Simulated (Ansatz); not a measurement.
**CdSe: start and end of a relaxation**

The guess for CdSe was made by a generator: 4-connected net, two elements spread over the vertices (P1, No. 1). Its size is a rough estimate.

start:

Space group P1 (No. 1). a = 4.317 Å, b = 4.317 Å, c = 5.754 Å, α = 98.08°, β = 98.08°, γ = 94.22°
```
atom  site  symmetry       x       y       z
  Cd    1a         1  0.9895  0.9895  0.7650
  Cd    1a         1  0.4387  0.1826  0.5781
  Se    1a         1  0.0105  0.0105  0.2350
  Se    1a         1  0.8174  0.5613  0.4219
```

All numbers below come from Ansatz 0.2.0, DFT PBE, scalar-relativistic, plane waves, PAW. Cutoff 420 eV, Gaussian smearing, Γ-centred meshes. Cell and atoms relax first on a coarse mesh and then on a converged one. In between, the cell is made exact in the group found at 0.06 Å. The steps can't lower the symmetry of their start. No spin polarisation.

end:

Space group F-43m (No. 216). a = 6.195 Å, b = 6.195 Å, c = 6.195 Å, α = 90.00°, β = 90.00°, γ = 90.00°
```json
{"atom": "Cd", "site": "4a", "symmetry": "-43m", "x": "0.0000", "y": "0.0000", "z": "0.0000"}
{"atom": "Se", "site": "4c", "symmetry": "-43m", "x": "0.2500", "y": "0.2500", "z": "0.2500"}
```

The symmetry goes from P1 (No. 1) to F-43m (No. 216), and the primitive cell from 4 to 2 atoms. The end has the zinc blende type. The volume per atom grows by 13.6 %, from 26.2 to 29.7 Å³. The shortest distance goes from 2.49 Å (Cd–Cd and Se–Se) to 2.68 Å (Cd–Se). The energy falls by about 1.0 eV/atom (the start's value is from the coarse mesh). The end is written in a standard setting, so origin, axes and order of atoms can differ from the start's.

```yaml
Volume_per_atom: 29.72 Å³
Density: 5.35 g/cm³
Energy_over_the_elements: −0.633 eV/atom
Gap_on_the_12×12×12_mesh_of_the_2-atom_cell: 0.49 eV
```

Formation energies are uncorrected and refer to the elements' standard structures at the same level. Whether it is stable depends on the other phases of the system, which aren't compared here.

The last run used Gaussian smearing of 0.02 eV. The reference form of Se is held partly by dispersion forces, which this level lacks. A later test with randomly moved atoms came back to the same energy, though modes that don't fit the test's cell weren't probed. In all, the 3 runs took 9.1 min on 1 thread of Arm Neoverse V2, with other jobs on the host.
